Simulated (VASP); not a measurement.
# ZrH (P4_2/mmc) in VASP: further runs

The runs below take ZrH through relaxation of cell and atoms, single point, with PBEsol.

Everything below comes from runs of VASP 6.6.1. Logs are shortened: lines on timing, memory, paths and dates and some standing lists are left out, and cuts for length are marked.

## Step 1: Starting point

The structure is tetragonal, space group P4_2/mmc (No. 131). The conventional cell has a = 3.243 Å, b = 3.243 Å, c = 4.948 Å, α = 90.00°, β = 90.00°, γ = 90.00°. Zr (site symmetry mmm) has 4 H at 2.04 Å as nearest neighbours. Around H (site symmetry -4m2) lie 4 Zr at 2.04 Å.

## Step 2: Relaxation of cell and atoms, PBEsol (cell and atoms relaxed tightly for response)

The input, INCAR:

```
ALGO = Fast ; EDIFF = 1E-6
EDIFFG = -0.001 ; ENCUT = 600
GGA = PS ; IBRION = 2
ISIF = 3 ; ISMEAR = -1
LASPH = T ; LCHARG = F
LREAL = F ; LWAVE = F
NELM = 80 ; NSW = 80
PREC = Accurate ; SIGMA = 0.15
```

The input, KPOINTS:

```
k-points
0
Gamma
  14 14 8
```

The input, POSCAR:

```
ZrH
1.0
    3.1902763251      0.0000000000      0.0000000000
    0.0000000000      3.1902763251      0.0000000000
    0.0000000000      0.0000000000      4.9905072820
Zr H
2 2
Direct
    0.0000000000      0.5000000000      0.0000000000
    0.5000000000      0.0000000000      0.5000000000
    0.0000000000      0.0000000000      0.7500000000
    0.0000000000      0.0000000000      0.2500000000
```

Potentials or basis: VASP PAW PBE potentials, release 64 (Zr_sv, H).

On the command line:

```console
$ cat potpaw_PBE.64/Zr_sv/POTCAR potpaw_PBE.64/H/POTCAR > POTCAR
$ mpirun -np 1 vasp_std > vasp.out
```

OUTCAR:

```text
EDIFF = 1E-6
   EDIFFG = -0.001
   ENCUT = 600
   GGA = PS
   IBRION = 2
   ISIF = 3
   ISMEAR = -1
   LASPH = T
   LREAL = F
   NELM = 80
   NSW = 80
   PREC = Accurate

 ion  position               nearest neighbor table
   1  0.000  0.500  0.000-   3 2.03   4 2.03   3 2.03   4 2.03   2 3.36   2 3.36   2 3.36   2 3.36
                             2 3.36   2 3.36   2 3.36   2 3.36
   2  0.500  0.000  0.500-   3 2.03   4 2.03   3 2.03   4 2.03   1 3.36   1 3.36   1 3.36   1 3.36
                             1 3.36   1 3.36   1 3.36   1 3.36
   3  0.000  0.000  0.750-   1 2.03   2 2.03   1 2.03   2 2.03
   4  0.000  0.000  0.250-   1 2.03   2 2.03   1 2.03   2 2.03

  LATTYP: Found a simple tetragonal cell.
 ALAT       =     3.1902763251
 C/A-ratio  =     1.5642868433

  Lattice vectors:

 A1 = (   3.1902763251,   0.0000000000,   0.0000000000)
 A2 = (   0.0000000000,   3.1902763251,   0.0000000000)
 A3 = (   0.0000000000,   0.0000000000,   4.9905072820)

Analysis of symmetry for initial positions (statically):
=====================================================================
 Subroutine PRICEL returns:
 Original cell was already a primitive cell.

 Routine SETGRP: Setting up the symmetry group for a
 simple tetragonal supercell.

 Subroutine GETGRP returns: Found 16 space group operations
 (whereof  8 operations were pure point group operations)
 out of a pool of 16 trial point group operations.

The static configuration has the point symmetry D_2h.
 The point group associated with its full space group is D_4h.

Analysis of symmetry for dynamics (positions and initial velocities):
=====================================================================
 Subroutine PRICEL returns:
 Original cell was already a primitive cell.

 Routine SETGRP: Setting up the symmetry group for a
 simple tetragonal supercell.

 Subroutine GETGRP returns: Found 16 space group operations
 (whereof  8 operations were pure point group operations)
 out of a pool of 16 trial point group operations.

The dynamic configuration has the point symmetry D_2h.
 The point group associated with its full space group is D_4h.

 Subroutine INISYM returns: Found 16 space group operations
 (whereof  8 operations are pure point group operations),
 and found     1 'primitive' translations

----------------------------------------------------------------------------------------

                                     Primitive cell

  volume of cell :      50.7927

  direct lattice vectors                    reciprocal lattice vectors
     3.190276325  0.000000000  0.000000000     0.313452472  0.000000000  0.000000000
     0.000000000  3.190276325  0.000000000     0.000000000  0.313452472  0.000000000
     0.000000000  0.000000000  4.990507282     0.000000000  0.000000000  0.200380431

  length of vectors
     3.190276325  3.190276325  4.990507282     0.313452472  0.313452472  0.200380431

  position of ions in fractional coordinates (direct lattice)
     0.000000000  0.500000000  0.000000000
     0.500000000  0.000000000  0.500000000
     0.000000000  0.000000000  0.750000000
     0.000000000  0.000000000  0.250000000

  ion indices of the primitive-cell ions
   primitive index   ion index
                 1           1
                 2           2
                 3           3
                 4           4

----------------------------------------------------------------------------------------

 KPOINTS: k-points

Automatic generation of k-mesh.
 Grid dimensions read from file:
 generate k-points for:   14   14    8

 Generating k-lattice:

  Cartesian coordinates                     Fractional coordinates (reciprocal lattice)
     0.022389462  0.000000000  0.000000000     0.071428571  0.000000000  0.000000000
     0.000000000  0.022389462  0.000000000     0.000000000  0.071428571  0.000000000
     0.000000000  0.000000000  0.025047554     0.000000000  0.000000000  0.125000000

  Length of vectors
     0.022389462  0.022389462  0.025047554

  Shift w.r.t. Gamma in fractional coordinates (k-lattice)
     0.000000000  0.000000000  0.000000000

 Subroutine IBZKPT returns following result:
 ===========================================

 Found    180 irreducible k-points:

 Following reciprocal coordinates:
            Coordinates               Weight
  0.000000  0.000000  0.000000      1.000000
  0.071429  0.000000  0.000000      4.000000
  0.142857  0.000000  0.000000      4.000000
  0.214286  0.000000  0.000000      4.000000
  0.285714  0.000000  0.000000      4.000000
  0.357143  0.000000  0.000000      4.000000
[... 16 lines left out ...]
  0.285714  0.214286  0.000000      8.000000
  0.357143  0.214286  0.000000      8.000000
 [... further k-points ...]
   k-points           NKPTS =    180   k-points in BZ     NKDIM =    180   number of bands    NBANDS=     17
   number of dos      NEDOS =    301   number of ions     NIONS =      4
   total plane-waves  NPLWV =  31360
   dimension x,y,z NGX =    28 NGY =   28 NGZ =   40
   dimension x,y,z NGXF=    56 NGYF=   56 NGZF=   80
   ions per type =               2   2
   NGX,Y,Z   is equivalent  to a cutoff of  14.59, 14.59, 13.32 a.u.
   NGXF,Y,Z  is equivalent  to a cutoff of  29.18, 29.18, 26.65 a.u.
 SYSTEM =  unknown system
   PREC   = accura    normal or accurate (medium, high low for compatibility)
   ISTART =      0    job   : 0-new  1-cont  2-samecut
   ICHARG =      2    charge: 1-file 2-atom 10-const
   ISPIN  =      1    spin polarized calculation?
   LNONCOLLINEAR =      F non collinear calculations
   LSORBIT =      F    spin-orbit coupling
   LASPH  =      T    aspherical Exc in radial PAW
   ENCUT  =  600.0 eV  44.10 Ry    6.64 a.u.   6.37  6.37  9.97*2*pi/ulx,y,z
   NELM   =     80;   NELMIN=  2; NELMDL= -5     # of ELM steps
   EDIFF  = 0.1E-05   stopping-criterion for ELM
   LREAL  =      F    real-space projection
   EDIFFG = -.1E-02   stopping-criterion for IOM
   NSW    =     80    number of steps for IOM
   IBRION =      2    ionic relax: 0-MD 1-quasi-New 2-CG
   NFREE  =      1    steps in history (QN), initial steepest desc. (CG)
   ISIF   =      3    stress and relaxation
   ISYM   =      2    0-nonsym 1-usesym 2-fastsym
   POTIM  = 0.5000    time-step for ionic-motion
   TEBEG  =    0.0;   TEEND  =   0.0 temperature during run
   PSTRESS=    0.0 pullay stress
   NELECT =      26.0000    total number of electrons
   NUPDOWN=      -1.0000    fix difference up-down
   EMIN   =  10.00;   EMAX   =-10.00  energy-range for DOS
   EFERMI =   0.00;   METHOD = LEGACY
   ISMEAR =    -1;   SIGMA  =   0.15  broadening in eV -4-tet -1-fermi 0-gaus
   EFERMI_NEDOS =   21; number of points for ismear=-14 and -15
   IALGO  =     68    algorithm
   IMIX   =      4    mixing-type and parameters
     AMIX     =   0.40;   BMIX     =  1.00
     AMIX_MAG =   1.60;   BMIX_MAG =  1.00
  volume/ion in A,a.u.               =      12.70        85.69
  Fermi-wavevector in a.u.,A,eV,Ry     =   1.309580  2.474748 23.334004  1.715001
  Thomas-Fermi vector in A             =   2.440169
   LORBIT       =      0    0 simple, 1 ext, 2 COOP (PROOUT), +10 PAW based schemes
   GGA     = PS    functional components
   LHFCALC =     F    Hartree Fock is set to
   AEXX    =    0.0000 exact exchange contribution
   IVDW    =     0    specifies the selected vdW correction
   LEPSILON=     F    determine dielectric tensor
   LRPA    =     F    only Hartree local field effects (RPA)
 conjugate gradient relaxation of ions
 non-spin polarized calculation
 RMM-DIIS sequential band-by-band and
  energy-cutoff  :      600.00
  volume of cell :       50.79
 maximum number of plane-waves:      1718
 NGX is ok and might be reduce to    28
   NGX = 13   NGY = 13   NGZ = 19

--------------------------------------- Ionic step        1  -------------------------------------------

 number of electron      26.0000002 magnetization

 Free energy of the ion-electron system (eV)
  ---------------------------------------------------
  ext. energy  EPLUGINS =         0.00000000
  ---------------------------------------------------
  free energy    TOTEN  =       -26.74038036 eV

  energy without entropy =      -26.57797500  energy(sigma->0) =      -26.65917768

------------------------ aborting loop because EDIFF is reached ----------------------------------------

  FORCE on cell =-STRESS in cart. coord.  units (eV):
  Direction    XX          YY          ZZ          XY          YZ          ZX
  --------------------------------------------------------------------------------------
  -------------------------------------------------------------------------------------
  Total        0.0981686      0.0981686      0.1224294      0.0000000      0.0000000      0.0000000
  in kB        3.0965759      3.0965759      3.8618458      0.0000000      0.0000000      0.0000000
  external PRESSURE =       3.3516659 kB  Pullay stress =       0.0000000 kB
[... 289 lines left out ...]
  energy  without entropy=      -26.5777372988  energy(sigma->0) =      -26.65913211

--------------------------------------- Ionic step        9  -------------------------------------------

 number of electron      26.0000002 magnetization

 Free energy of the ion-electron system (eV)
  ---------------------------------------------------
  ext. energy  EPLUGINS =         0.00000000
  ---------------------------------------------------
  free energy    TOTEN  =       -26.74052660 eV

  energy without entropy =      -26.57772600  energy(sigma->0) =      -26.65912630

 E-fermi :   8.3076     XC(G=0): -11.2564

 val. band max:        8.3014560193   @ k =   0.3571   0.2857   0.3750
 cond. band min:       8.3126913124   @ k =   0.5000   0.1429   0.1250
 fundamental gap:      0.0112352931
 Fermi energy:         8.3075936174

 k-point     1 :       0.0000    0.0000    0.0000
  band No.  band energies     occupation
      1     -40.4147      2.00000
      2     -40.3029      2.00000
      3     -18.8570      2.00000
      4     -18.2813      2.00000
      5     -18.2813      2.00000
      6     -18.1115      2.00000
[... 9 lines left out ...]
     16      10.4593      0.00000
     17      11.9451      0.00000
[... 443 lines left out ...]
      1     -40.3161      2.00000
      2     -40.2776      2.00000
      3     -18.7741      2.00000
      4     -18.5383      2.00000
      5     -18.5240      2.00000
      6     -18.3909      2.00000
[... 9 lines left out ...]
     16      10.4763      0.00000
     17      10.9277      0.00000

 [... further k-points ...]
[... 5 lines left out ...]
  --------------------------------------------------------------------------------------
  -------------------------------------------------------------------------------------
  Total       -0.0024953     -0.0024953     -0.0038755      0.0000000      0.0000000      0.0000000
  in kB       -0.0784907     -0.0784907     -0.1219046      0.0000000      0.0000000      0.0000000
  external PRESSURE =      -0.0929620 kB  Pullay stress =       0.0000000 kB
[... 19 lines left out ...]
  FREE ENERGIE OF THE ION-ELECTRON SYSTEM (eV)
  ---------------------------------------------------
  free  energy   TOTEN  =       -26.7405265978 eV

  energy  without entropy=      -26.5777259954  energy(sigma->0) =      -26.65912630

 reached required accuracy - stopping structural energy minimisation
```

Run time: 6.6 min. Hardware: 1 thread of AMD EPYC 9R45 (Zen 5), shared host; peak memory 0.28 GiB.

What came out:

| Quantity | Value |
| --- | --- |
| Free energy | -26.7405 eV |
| Relaxed volume | 12.73 Å³/atom |
| Relaxed cell | a = 3.193 Å, b = 3.193 Å, c = 4.996 Å, α = 90.00°, β = 90.00°, γ = 90.00° |
| Space group after relaxing (to 0.05 Å) | P4_2/mmc (No. 131) |
| Energy gained by relaxing | 0.0 meV/atom |
| Ionic steps | 9 |
| Pressure after relaxing | 0.0 GPa |
| Band gap on the k mesh | none (metal or under the smearing width) |

The path:
| step | energy change (eV) | largest force (eV/Å) | pressure (GPa) | volume (Å³) |
| --- | --- | --- | --- | --- |
| 1 | 0.0000 | 0.0000 | 0.34 | 50.79 |
| 2 | -0.0001 | 0.0000 | -0.18 | 50.99 |
| 3 | -0.0001 | 0.0000 | 0.05 | 50.93 |
| 4 | -0.0001 | 0.0000 | 0.01 | 50.94 |
| 5 | -0.0001 | 0.0000 | -0.01 | 50.95 |
| 6 | -0.0001 | 0.0000 | -0.03 | 50.94 |
| 7 | -0.0001 | 0.0000 | 0.01 | 50.93 |
| 8 | -0.0001 | 0.0000 | 0.04 | 50.93 |
| 9 | -0.0001 | 0.0000 | -0.01 | 50.94 |

Final structure:
```
Zr H
1.0
     3.19291    0.00000    0.00000
     0.00000    3.19291    0.00000
     0.00000    0.00000    4.99628
Zr H
2 2
Direct
  0.00000 0.50000 0.00000
  0.50000 0.00000 0.50000
  0.00000 0.00000 0.75000
  0.00000 0.00000 0.25000
```

Caveat: the PAW data sets were made with another functional, which shifts forces and pressure a little.

## Step 3: Single point, PBEsol

The input, INCAR:

```
SYSTEM = ZrH
PREC = Accurate
ENCUT = 520
EDIFF = 1E-7
ISMEAR = 0
SIGMA = 0.1
LREAL = .FALSE.
LASPH = .TRUE.
NELM = 100
ALGO = Fast
ISIF = 2
LWAVE = .FALSE.
LCHARG = .FALSE.
GGA = PS
NBANDS = 21
```

The input, KPOINTS:

```
regular mesh
0
G
  6 6 4
  0 0 0
```

The input, POSCAR:

```
ZrH
1.0
    3.2427916985      0.0000000000      0.0000000000
    0.0000000000      3.2427916985      0.0000000000
    0.0000000000      0.0000000000      4.9480000000
Zr H
2 2
Direct
    0.0000000000      0.5000000000      0.0000000000
    0.5000000000      0.0000000000      0.5000000000
    0.0000000000      0.0000000000      0.7500000000
    0.0000000000      0.0000000000      0.2500000000
```

Potentials or basis: VASP PAW PBE potentials, release 64 (Zr_sv, H).

On the command line:

```console
$ cat potpaw_PBE.64/Zr_sv/POTCAR potpaw_PBE.64/H/POTCAR > POTCAR
$ mpirun -np 1 vasp_std > vasp.out
```

It took 45 s on 1 thread of AMD EPYC 9R45 (Zen 5), shared host; peak memory 0.14 GiB.

It converged, with:

```
Free energy            : -26.6464 eV
Pressure               : -2.6 GPa
Band gap on the k mesh : none (metal or under the smearing width)
```

Stress tensor (GPa, compression positive):
```
-3.04  0.00  0.00
 0.00 -3.04  0.00
 0.00  0.00 -1.65
```

Levels at points of the mesh, in eV from the Fermi level:
```tsv
k point	band 10	band 11	band 12	band 13	band 14	band 15	band 16	band 17
(0.00, 0.00, 0.00)	-3.40	-2.97	-2.84	0.09	0.71	0.71	2.34	3.39
(0.50, 0.00, 0.00)	-5.34	-1.91	-0.70	-0.53	-0.21	1.72	1.96	2.29
(0.50, 0.50, 0.00)	-3.83	-2.87	-2.87	-1.83	2.87	4.05	4.40	4.40
(0.00, 0.00, 0.50)	-6.64	-1.69	-1.69	0.08	0.08	1.81	1.81	2.41
(0.50, 0.00, 0.50)	-3.94	-2.73	-0.11	0.31	0.58	0.61	1.12	4.08
(0.50, 0.50, 0.50)	-5.38	-1.91	-1.91	-0.28	-0.28	1.64	1.64	5.17
```

Caveat: the PAW data sets were made with another functional, which shifts forces and pressure a little.
